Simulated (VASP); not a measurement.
# TaN (P-6m2) in VASP: further runs

One crystal, TaN, is run at these levels: PBEsol, RPBE; tasks: relaxation of cell and atoms.

All numbers are computed with VASP 6.6.1; they aren't measurements. Logs are shortened: lines on timing, memory, paths and dates and some standing lists are left out, and cuts for length are marked.

## 1. The structure

The structure is hexagonal, space group P-6m2 (No. 187). The conventional cell has a = 2.940 Å, b = 2.940 Å, c = 2.890 Å, α = 90.00°, β = 90.00°, γ = 120.00°. Ta (site symmetry -6m2) has 6 N at 2.23 Å as nearest neighbours. N (site symmetry -6m2) is surrounded by 6 Ta at 2.23 Å.

The cell comes from a database or a generator and needn't be the stable form of this composition.

## 2. Relaxation of cell and atoms, PBEsol

Input file INCAR:

```
SYSTEM = TaN
PREC = Accurate ; ENCUT = 580
EDIFF = 1E-7 ; ISMEAR = 0
SIGMA = 0.1 ; LREAL = .FALSE.
LASPH = .TRUE. ; NELM = 80
ALGO = Normal ; ISIF = 3
LWAVE = .FALSE. ; LCHARG = .FALSE.
GGA = PS ; IBRION = 2
NSW = 90 ; EDIFFG = -0.005
```

Input file KPOINTS:

```
Automatic mesh
0
G
  18 18 14
  0 0 0
```

Input file POSCAR:

```
TaN
1.0
    2.9399421800      0.0000000000      0.0000000000
   -1.4699710900      2.5460646100      0.0000000000
    0.0000000000      0.0000000000      2.8901750800
Ta N
1 1
Direct
    0.0000000000      0.0000000000      0.5000000000
    0.6666666700      0.3333333300      0.0000000000
```

Potentials or basis: VASP PAW PBE potentials, release 64 (Ta, N).

On the command line:

```sh
$ cat potpaw_PBE.64/Ta/POTCAR potpaw_PBE.64/N/POTCAR > POTCAR
$ mpirun -np 1 vasp_std > vasp.out
```

OUTCAR:

```text
SYSTEM = TaN
   PREC = Accurate
   ENCUT = 580
   EDIFF = 1E-7
   ISMEAR = 0
   LREAL = .FALSE.
   LASPH = .TRUE.
   NELM = 80
   ISIF = 3
   GGA = PS
   IBRION = 2
   NSW = 90
   EDIFFG = -0.005

 ion  position               nearest neighbor table
   1  0.000  0.000  0.500-   2 2.23   2 2.23   2 2.23   2 2.23   2 2.23   2 2.23
   2  0.667  0.333  0.000-   1 2.23   1 2.23   1 2.23   1 2.23   1 2.23   1 2.23

  LATTYP: Found a hexagonal cell.
 ALAT       =     2.9399421800
 C/A-ratio  =     0.9830720821

  Lattice vectors:

 A1 = (   2.9399421800,   0.0000000000,   0.0000000000)
 A2 = (  -1.4699710900,   2.5460646100,   0.0000000000)
 A3 = (   0.0000000000,   0.0000000000,   2.8901750800)

Analysis of symmetry for initial positions (statically):
=====================================================================
 Subroutine PRICEL returns:
 Original cell was already a primitive cell.

 Routine SETGRP: Setting up the symmetry group for a
 hexagonal supercell.

 Subroutine GETGRP returns: Found 12 space group operations
 (whereof 12 operations were pure point group operations)
 out of a pool of 24 trial point group operations.

The static configuration has the point symmetry D_3h.

Analysis of symmetry for dynamics (positions and initial velocities):
=====================================================================
 Subroutine PRICEL returns:
 Original cell was already a primitive cell.

 Routine SETGRP: Setting up the symmetry group for a
 hexagonal supercell.

 Subroutine GETGRP returns: Found 12 space group operations
 (whereof 12 operations were pure point group operations)
 out of a pool of 24 trial point group operations.

The dynamic configuration has the point symmetry D_3h.

 Subroutine INISYM returns: Found 12 space group operations
 (whereof 12 operations are pure point group operations),
 and found     1 'primitive' translations

----------------------------------------------------------------------------------------

                                     Primitive cell

  volume of cell :      21.6338

  direct lattice vectors                    reciprocal lattice vectors
     2.939942180  0.000000000  0.000000000     0.340142744  0.196381505  0.000000000
    -1.469971090  2.546064610  0.000000000     0.000000000  0.392763010  0.000000000
     0.000000000  0.000000000  2.890175080     0.000000000  0.000000000  0.345999800

  length of vectors
     2.939942180  2.939942177  2.890175080     0.392763010  0.392763010  0.345999800

  position of ions in fractional coordinates (direct lattice)
     0.000000000  0.000000000  0.500000000
     0.666666670  0.333333330  0.000000000

  ion indices of the primitive-cell ions
   primitive index   ion index
                 1           1
                 2           2

----------------------------------------------------------------------------------------

 KPOINTS: Automatic mesh

Automatic generation of k-mesh.
 Grid dimensions read from file:
 generate k-points for:   18   18   14

 Generating k-lattice:

  Cartesian coordinates                     Fractional coordinates (reciprocal lattice)
     0.018896819  0.010910084  0.000000000     0.055555556  0.000000000  0.000000000
     0.000000000  0.021820167  0.000000000     0.000000000  0.055555556  0.000000000
     0.000000000  0.000000000  0.024714271     0.000000000  0.000000000  0.071428571

  Length of vectors
     0.021820167  0.021820167  0.024714271

  Shift w.r.t. Gamma in fractional coordinates (k-lattice)
     0.000000000  0.000000000  0.000000000

 Subroutine IBZKPT returns following result:
 ===========================================

 Found    296 irreducible k-points:

 Following reciprocal coordinates:
            Coordinates               Weight
  0.000000  0.000000  0.000000      1.000000
  0.055556  0.000000  0.000000      6.000000
  0.111111  0.000000  0.000000      6.000000
  0.166667  0.000000  0.000000      6.000000
  0.222222  0.000000  0.000000      6.000000
  0.277778  0.000000  0.000000      6.000000
[... 16 lines left out ...]
  0.333333  0.111111  0.000000     12.000000
  0.388889  0.111111  0.000000     12.000000
 [... further k-points ...]
   k-points           NKPTS =    296   k-points in BZ     NKDIM =    296   number of bands    NBANDS=      9
   number of dos      NEDOS =    301   number of ions     NIONS =      2
   total plane-waves  NPLWV =  13824
   dimension x,y,z NGX =    24 NGY =   24 NGZ =   24
   dimension x,y,z NGXF=    48 NGYF=   48 NGZF=   48
   ions per type =               1   1
   NGX,Y,Z   is equivalent  to a cutoff of  13.57, 13.57, 13.81 a.u.
   NGXF,Y,Z  is equivalent  to a cutoff of  27.14, 27.14, 27.61 a.u.
 SYSTEM =  TaN
   PREC   = accura    normal or accurate (medium, high low for compatibility)
   ISTART =      0    job   : 0-new  1-cont  2-samecut
   ICHARG =      2    charge: 1-file 2-atom 10-const
   ISPIN  =      1    spin polarized calculation?
   LNONCOLLINEAR =      F non collinear calculations
   LSORBIT =      F    spin-orbit coupling
   LASPH  =      T    aspherical Exc in radial PAW
   ENCUT  =  580.0 eV  42.63 Ry    6.53 a.u.   5.77  5.77  5.68*2*pi/ulx,y,z
   NELM   =     80;   NELMIN=  2; NELMDL= -5     # of ELM steps
   EDIFF  = 0.1E-06   stopping-criterion for ELM
   LREAL  =      F    real-space projection
   EDIFFG = -.5E-02   stopping-criterion for IOM
   NSW    =     90    number of steps for IOM
   IBRION =      2    ionic relax: 0-MD 1-quasi-New 2-CG
   NFREE  =      1    steps in history (QN), initial steepest desc. (CG)
   ISIF   =      3    stress and relaxation
   ISYM   =      2    0-nonsym 1-usesym 2-fastsym
   POTIM  = 0.5000    time-step for ionic-motion
   TEBEG  =    0.0;   TEEND  =   0.0 temperature during run
   PSTRESS=    0.0 pullay stress
   NELECT =      10.0000    total number of electrons
   NUPDOWN=      -1.0000    fix difference up-down
   EMIN   =  10.00;   EMAX   =-10.00  energy-range for DOS
   EFERMI =   0.00;   METHOD = LEGACY
   ISMEAR =     0;   SIGMA  =   0.10  broadening in eV -4-tet -1-fermi 0-gaus
   EFERMI_NEDOS =   21; number of points for ismear=-14 and -15
   IALGO  =     38    algorithm
   IMIX   =      4    mixing-type and parameters
     AMIX     =   0.40;   BMIX     =  1.00
     AMIX_MAG =   1.60;   BMIX_MAG =  1.00
  volume/ion in A,a.u.               =      10.82        73.00
  Fermi-wavevector in a.u.,A,eV,Ry     =   1.265797  2.392009 21.799825  1.602242
  Thomas-Fermi vector in A             =   2.399031
   LORBIT       =      0    0 simple, 1 ext, 2 COOP (PROOUT), +10 PAW based schemes
   GGA     = PS    functional components
   LHFCALC =     F    Hartree Fock is set to
   AEXX    =    0.0000 exact exchange contribution
   IVDW    =     0    specifies the selected vdW correction
   LEPSILON=     F    determine dielectric tensor
   LRPA    =     F    only Hartree local field effects (RPA)
 conjugate gradient relaxation of ions
 non-spin polarized calculation
 Gauss-broadening in eV      SIGMA  =   0.10
  energy-cutoff  :      580.00
  volume of cell :       21.63
 maximum number of plane-waves:       698
 NGX is ok and might be reduce to    24
   NGX = 11   NGY = 11   NGZ = 11

--------------------------------------- Ionic step        1  -------------------------------------------

 number of electron      10.0000000 magnetization

 number of electron       9.9999999 magnetization

 Free energy of the ion-electron system (eV)
  ---------------------------------------------------
  ext. energy  EPLUGINS =         0.00000000
  ---------------------------------------------------
  free energy    TOTEN  =       -23.90149685 eV

  energy without entropy =      -23.90123943  energy(sigma->0) =      -23.90136814

------------------------ aborting loop because EDIFF is reached ----------------------------------------

  FORCE on cell =-STRESS in cart. coord.  units (eV):
  Direction    XX          YY          ZZ          XY          YZ          ZX
  --------------------------------------------------------------------------------------
  -------------------------------------------------------------------------------------
  Total       -0.8509869     -0.8509869     -1.0152965      0.0000000     -0.0000000      0.0000000
  in kB      -63.0232922    -63.0232921    -75.1919059      0.0000000     -0.0000000      0.0000000
  external PRESSURE =     -67.0794967 kB  Pullay stress =       0.0000000 kB
[... 165 lines left out ...]
  energy  without entropy=      -23.9096586284  energy(sigma->0) =      -23.90978468

--------------------------------------- Ionic step        6  -------------------------------------------

 number of electron      10.0000000 magnetization

 Free energy of the ion-electron system (eV)
  ---------------------------------------------------
  ext. energy  EPLUGINS =         0.00000000
  ---------------------------------------------------
  free energy    TOTEN  =       -23.90991437 eV

  energy without entropy =      -23.90966208  energy(sigma->0) =      -23.90978823

 E-fermi :   8.4687     XC(G=0): -13.3893

 val. band max:        8.4273876789   @ k =   0.0000   0.0000   0.4286
 cond. band min:       8.4993220267   @ k =   0.0556   0.0000   0.5000
 fundamental gap:      0.0719343478
 Fermi energy:         8.4687263460

 k-point     1 :       0.0000    0.0000    0.0000
  band No.  band energies     occupation
      1      -9.3386      2.00000
      2       3.8855      2.00000
      3       3.8855      2.00000
      4       4.2000      2.00000
      5       5.5626      2.00000
      6      10.8368      0.00000
      7      12.1576      0.00000
      8      12.1576      0.00000
      9      12.5538      0.00000
[... 265 lines left out ...]
 k-point    24 :       0.3889    0.1111    0.0000
  band No.  band energies     occupation
      1      -7.0699      2.00000
      2       0.2970      2.00000
      3       3.2888      2.00000
      4       4.1782      2.00000
      5       6.1824      2.00000
      6      10.8135      0.00000
      7      11.6295      0.00000
      8      13.1663      0.00000
      9      14.6465      0.00000

 [... further k-points ...]

------------------------ aborting loop because EDIFF is reached ----------------------------------------

  FORCE on cell =-STRESS in cart. coord.  units (eV):
  Direction    XX          YY          ZZ          XY          YZ          ZX
  --------------------------------------------------------------------------------------
  -------------------------------------------------------------------------------------
  Total        0.0018414      0.0018414      0.0022259     -0.0000000     -0.0000000     -0.0000000
  in kB        0.1389003      0.1389003      0.1679045     -0.0000000     -0.0000000     -0.0000000
  external PRESSURE =       0.1485684 kB  Pullay stress =       0.0000000 kB
[... 17 lines left out ...]
  FREE ENERGIE OF THE ION-ELECTRON SYSTEM (eV)
  ---------------------------------------------------
  free  energy   TOTEN  =       -23.9099143729 eV

  energy  without entropy=      -23.9096620844  energy(sigma->0) =      -23.90978823

 reached required accuracy - stopping structural energy minimisation
```

Wall time 82 s (1 thread of AMD EPYC 9R45 (Zen 5), shared host); peak memory 0.19 GiB.

Results:

```
Free energy                            : -23.9099 eV
Relaxed volume                         : 10.62 Å³/atom
Relaxed cell                           : a = 2.923 Å, b = 2.923 Å, c = 2.871 Å, α = 90.00°, β = 90.00°, γ = 120.00°
Space group after relaxing (to 0.05 Å) : P-6m2 (No. 187)
Energy gained by relaxing              : 4.2 meV/atom
Ionic steps                            : 6
Pressure after relaxing                : 0.0 GPa
Band gap on the k mesh                 : none (metal or under the smearing width)
```

Step by step:
| step | energy change (eV) | largest force (eV/Å) | pressure (GPa) | volume (Å³) |
| --- | --- | --- | --- | --- |
| 1 | 0.0000 | 0.0000 | -6.71 | 21.63 |
| 2 | 0.0529 | 0.0000 | 20.43 | 20.25 |
| 3 | -0.0084 | 0.0000 | -0.13 | 21.25 |
| 4 | -0.0084 | 0.0000 | 0.00 | 21.24 |
| 5 | -0.0084 | 0.0000 | 0.02 | 21.24 |
| 6 | -0.0084 | 0.0000 | 0.01 | 21.24 |

Final structure:
```xyz
2
Lattice="2.9226 0.0000 0.0000 -1.4613 2.5311 0.0000 0.0000 0.0000 2.8713" Properties=species:S:1:pos:R:3 pbc="T T T"
Ta    0.0000    0.0000    1.4357
N     1.4613    0.8437    0.0000
```

Levels at points of the mesh, in eV from the Fermi level:
```csv
k point,band 2,band 3,band 4,band 5,band 6,band 7,band 8,band 9
"(0.00, 0.00, 0.00)",-4.58,-4.58,-4.27,-2.91,2.37,3.69,3.69,4.09
"(0.50, 0.00, 0.00)",-8.38,-5.24,-3.53,-3.16,3.06,4.17,5.32,5.44
"(0.00, 0.00, 0.50)",-9.44,-3.75,-3.75,-0.08,-0.08,2.50,3.38,3.38
"(0.50, 0.00, 0.50)",-7.42,-6.26,-5.73,-0.30,4.29,5.51,6.21,7.26
```

Caveat: the PAW data sets were made with another functional, which shifts forces and pressure a little. Spin-orbit coupling is left out, which matters for the levels of Ta.

[end of part 1 of 3]
